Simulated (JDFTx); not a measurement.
A run of JDFTx 1.7.0 (patched build):

File Zr.in:

```
lattice \
    6.1075948348    -3.0537974174     0.0000000000 \
    0.0000000000     5.2893322829     0.0000000000 \
    0.0000000000     0.0000000000     9.7264203634
coords-type Lattice
ion Zr     0.6666666667     0.3333333333     0.7500000000 1
ion Zr     0.3333333333     0.6666666667     0.2500000000 1

ion-species pseudo/Zr.upf
elec-cutoff 33 264
elec-ex-corr gga-PBEsol
kpoint-folding 9 9 5
elec-smearing Fermi 0.0018374661
elec-n-bands 18
electronic-SCF nIterations 100 energyDiffThreshold 1e-09
electronic-minimize nIterations 30 energyDiffThreshold 1e-7
converge-empty-states yes
forces-output-coords Cartesian

dump-name run.$VAR
dump End Ecomponents EigStats BandEigs Kpoints Forces Stress
```

Potentials or basis: PseudoDojo-SR-PBEsol-0.4.1-standard with smoothed tails.

Launch:

```bash
$ jdftx -c 1 -i Zr.in -o Zr.out
```

Hardware: 1 thread of Intel(R) Xeon(R) 6975P-C (Granite Rapids), with other jobs on the host.

Estimate the wall time of this run.

Run time: 34 s on 1 thread of Intel(R) Xeon(R) 6975P-C (Granite Rapids), on a shared host, peak memory 0.14 GiB. Counts: scf iterations 16, bands 18, k points 36, plane waves 2844.
